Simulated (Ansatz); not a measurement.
Calculated with Ansatz (gas phase, PBE0-D4/def2-TZVP geometries, no zero-point term in ΔE). CCSD(T)/CBS is the MP2 limit (def2-TZVPP, def2-QZVPP) plus CCSD(T) − MP2 in def2-TZVPP, frozen cores. Functionals use def2-TZVPP. B3LYP here is the variant with VWN-RPA as its local correlation; programs differ in this. One conformer a species, not always the lowest.

Consider the ligand exchange at the Al–N bond: `FC[NH][AlH2]` + `N=C(N)O` → `N=C(O)[NH][AlH2]` + `NCF`.

```json
{"level": "PBE-D4", "ΔE (kJ/mol)": "-16.0", "difference from CCSD(T)/CBS": "2.0"}
{"level": "r2SCAN-D4", "ΔE (kJ/mol)": "-16.0", "difference from CCSD(T)/CBS": "2.0"}
{"level": "PBE0-D4", "ΔE (kJ/mol)": "-16.8", "difference from CCSD(T)/CBS": "1.2"}
{"level": "B3LYP-D4", "ΔE (kJ/mol)": "-16.2", "difference from CCSD(T)/CBS": "1.8"}
{"level": "ωB97X-V", "ΔE (kJ/mol)": "-16.4", "difference from CCSD(T)/CBS": "1.6"}
{"level": "ωB97M-V", "ΔE (kJ/mol)": "-16.4", "difference from CCSD(T)/CBS": "1.6"}
{"level": "B2PLYP", "ΔE (kJ/mol)": "-15.6", "difference from CCSD(T)/CBS": "2.4"}
{"level": "PBE", "ΔE (kJ/mol)": "-14.8", "difference from CCSD(T)/CBS": "3.2"}
{"level": "r2SCAN", "ΔE (kJ/mol)": "-15.7", "difference from CCSD(T)/CBS": "2.3"}
{"level": "PBE0", "ΔE (kJ/mol)": "-15.8", "difference from CCSD(T)/CBS": "2.2"}
{"level": "B3LYP", "ΔE (kJ/mol)": "-14.4", "difference from CCSD(T)/CBS": "3.6"}
{"level": "HF/def2-TZVPP", "ΔE (kJ/mol)": "-16.9", "difference from CCSD(T)/CBS": "1.1"}
{"level": "MP2/def2-TZVPP", "ΔE (kJ/mol)": "-17.0", "difference from CCSD(T)/CBS": "1.0"}
{"level": "SCS-MP2/def2-TZVPP", "ΔE (kJ/mol)": "-16.6", "difference from CCSD(T)/CBS": "1.4"}
{"level": "CCSD/def2-TZVPP", "ΔE (kJ/mol)": "-17.4", "difference from CCSD(T)/CBS": "0.6"}
{"level": "CCSD(T)/def2-TZVPP", "ΔE (kJ/mol)": "-17.8", "difference from CCSD(T)/CBS": "0.2"}
{"level": "HF/def2-QZVPP", "ΔE (kJ/mol)": "-16.8", "difference from CCSD(T)/CBS": "1.2"}
{"level": "MP2/def2-QZVPP", "ΔE (kJ/mol)": "-17.0", "difference from CCSD(T)/CBS": "1.0"}
{"level": "SCS-MP2/def2-QZVPP", "ΔE (kJ/mol)": "-16.6", "difference from CCSD(T)/CBS": "1.4"}
{"level": "HF/CBS(def2)", "ΔE (kJ/mol)": "-16.8", "difference from CCSD(T)/CBS": "1.2"}
{"level": "MP2/CBS(def2)", "ΔE (kJ/mol)": "-17.1", "difference from CCSD(T)/CBS": "0.9"}
{"level": "CCSD/CBS(def2)", "ΔE (kJ/mol)": "-17.6", "difference from CCSD(T)/CBS": "0.4"}
{"level": "CCSD(T)/CBS", "ΔE (kJ/mol)": "-18.0", "difference from CCSD(T)/CBS": "0"}
```

Largest T1 diagnostic among the species: 0.014.

CCSD(T)/CBS has its own doubt, a few kJ/mol and more with outer-core shells, so smaller differences from it don't rank the levels.
